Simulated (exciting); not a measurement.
Write the native input for exciting (release sodium) that does the following.

```
Task                                     : single point
Functional                               : PBEsol
Potentials or basis                      : all-electron LAPW+lo, shipped species files, valence relativity iora*
rgkmax                                   : 9
k mesh                                   : 11 × 11 × 6
Occupations                              : fermi-dirac, width 0.05 eV
Spin                                     : no spin polarisation
gmaxvr (cutoff of density and potential) : 14 1/bohr
lmaxapw (and lmaxmat)                    : 10
lmaxvr                                   : 8
nempty                                   : 18
Valence relativity                       : iora*
epsengy                                  : 1e-05 Ha
epspot                                   : 1e-05 Ha
maxscl                                   : 60
Muffin-tin radii                         : Rh 2.3 bohr
```

Rh:

```
CELL_PARAMETERS angstrom
2.73098 0.00000 0.00000
-1.36549 2.36510 0.00000
0.00000 0.00000 4.42849
ATOMIC_POSITIONS crystal
Rh 0.32688 0.64637 0.24212
Rh 0.66512 0.35005 0.76055
```

This isn't the form of Rh at room conditions, which is fcc.

The cell isn't the ideal one: atoms moved at random, drawn with an rms of 0.05 Å.

One way to write it, as run:

input.xml

```xml
<input>
  <title>Rh</title>
  <structure speciespath="./" tshift="false">
    <crystal scale="1">
      <basevect>5.160802441851 0.000000000000 0.000000000000</basevect>
      <basevect>-2.580401220925 4.469386018654 0.000000000000</basevect>
      <basevect>0.000000000000 0.000000000000 8.368631355918</basevect>
    </crystal>
    <species speciesfile="Rh.xml" rmt="2.3">
      <atom coord="0.326875000000 0.646371000000 0.242117000000"/>
      <atom coord="0.665125000000 0.350048000000 0.760545000000"/>
    </species>
  </structure>
  <groundstate do="fromscratch" ngridk="11 11 6" rgkmax="9" gmaxvr="14" lmaxapw="10" lmaxmat="10" lmaxvr="8" xctype="GGA_PBE_SOL" stype="Fermi Dirac" swidth="0.00183747" nempty="18" ValenceRelativity="iora*" epsengy="1e-05" epspot="1e-05" maxscl="60" tforce="true" outputlevel="normal"/>
  <properties>
    <chargedensityplot>
      <plot3d>
        <box grid="14 14 23">
          <origin coord="0 0 0"/>
          <point coord="1 0 0"/>
          <point coord="0 1 0"/>
          <point coord="0 0 1"/>
        </box>
      </plot3d>
    </chargedensityplot>
    <elfplot>
      <plot3d>
        <box grid="14 14 23">
          <origin coord="0 0 0"/>
          <point coord="1 0 0"/>
          <point coord="0 1 0"/>
          <point coord="0 0 1"/>
        </box>
      </plot3d>
    </elfplot>
    <exccplot>
      <plot3d>
        <box grid="14 14 23">
          <origin coord="0 0 0"/>
          <point coord="1 0 0"/>
          <point coord="0 1 0"/>
          <point coord="0 0 1"/>
        </box>
      </plot3d>
    </exccplot>
  </properties>
</input>
```

Potentials or basis: all-electron LAPW+lo, shipped species files, valence relativity iora*.

Run with:

```console
$ OMP_NUM_THREADS=1 exciting_smp
```

It gave:

```yaml
Largest_force: 0.827 eV/Å
Band_gap_on_the_k_mesh: none (metal or under the smearing width)
All_electrons_inside_the_program's_atomic_spheres: Rh 43.14 (radii Rh 2.3 bohr)
```

Caveat: the log's total energy holds no entropy term; the free energy is that total less TS from the occupations.

It took 20 min on 1 thread of Arm Neoverse V1, on a shared host, peak memory 0.15 GiB.
